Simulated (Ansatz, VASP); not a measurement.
# Two plane-wave programs on PbF2

The input POSCAR:

```
PbF2
1.0
    5.5782091968      0.0000000000      0.0000000000
    0.0000000000      5.5782091968      0.0000000000
    0.0000000000      0.0000000000      3.9398845654
Pb F
2 4
Direct
    0.0000000000      0.0000000000      0.0000000000
    0.5000000000      0.5000000000      0.5000000000
    0.3092282397      0.3092282397      0.0000000000
    0.1907717603      0.8092282397      0.5000000000
    0.8092282397      0.1907717603      0.5000000000
    0.6907717603      0.6907717603      0.0000000000
```

Contents of INCAR.step1:

```
ALGO = Normal ; EDIFF = 1E-4
ENCUT = 520 ; GGA = PE
ISMEAR = 0 ; LASPH = T
LCHARG = F ; LREAL = F
LWAVE = T ; NBANDS = 37
NELM = 100 ; PREC = Accurate
SIGMA = 0.01
```

File INCAR.step2:

```
ALGO = Normal ; EDIFF = 1E-6
ENCUT = 520 ; ISIF = 2
ISMEAR = 0 ; ISTART = 1
LASPH = T ; LCHARG = T
LELF = T ; LMIXTAU = T
LREAL = F ; LVHAR = T
LWAVE = F ; METAGGA = R2SCAN
NBANDS = 37 ; NELM = 100
PREC = Accurate ; SIGMA = 0.01
```

Contents of KPOINTS:

```
k-points
0
Gamma
  4 4 4
```

Input for Ansatz:

```yaml
crystal:
  lattice:
    - [5.5782091968, 0.0, 0.0]
    - [0.0, 5.5782091968, 0.0]
    - [0.0, 0.0, 3.9398845654]
  atoms:
    - { symbol: Pb, position: [0.0, 0.0, 0.0] }
    - { symbol: Pb, position: [0.5, 0.5, 0.5] }
    - { symbol: F, position: [0.3092282397, 0.3092282397, 0.0] }
    - { symbol: F, position: [0.1907717603, 0.8092282397, 0.5] }
    - { symbol: F, position: [0.8092282397, 0.1907717603, 0.5] }
    - { symbol: F, position: [0.6907717603, 0.6907717603, 0.0] }
kpoints:
  mp_grid: { grid: [4, 4, 4] }
hamiltonian:
  xc: r2scan
scf:
  occupations: { method: fixed }
  n_extra_bands: 5
output:
  forces: true
  stress: true
  eigenvalues: true
```

The cell was built by a generator and needn't be a form met in nature.

Alike in both runs: task single point; functional r2SCAN; k mesh 4 × 4 × 4; no spin polarisation.

|  | VASP | Ansatz |
| --- | --- | --- |
| version | VASP 6.6.1 | Ansatz 0.2.0 |
| potentials or method | VASP PAW PBE potentials, release 64 (Pb_d, F) | plane waves, PAW |
| plane-wave cutoff (eV) | 520 | 500 |
| occupations | gaussian, width 0.01 eV | fixed |
| valence electrons in the cell | 56 | 56 |

```tsv
	VASP	Ansatz	Ansatz less VASP
gap on the k mesh at the Fermi level (eV)	4.05	4.04	-0.005
pressure (GPa)	0.0	0.0	+0.03
```

Caveats: the PAW data sets were made with another functional, which shifts forces and pressure a little (VASP); spin-orbit coupling is left out, which as a rule narrows the gap of such compounds by several tenths of an eV. A k mesh can miss the band edges. r2SCAN opens gaps a little over a GGA but as a rule still falls short of measured ones.
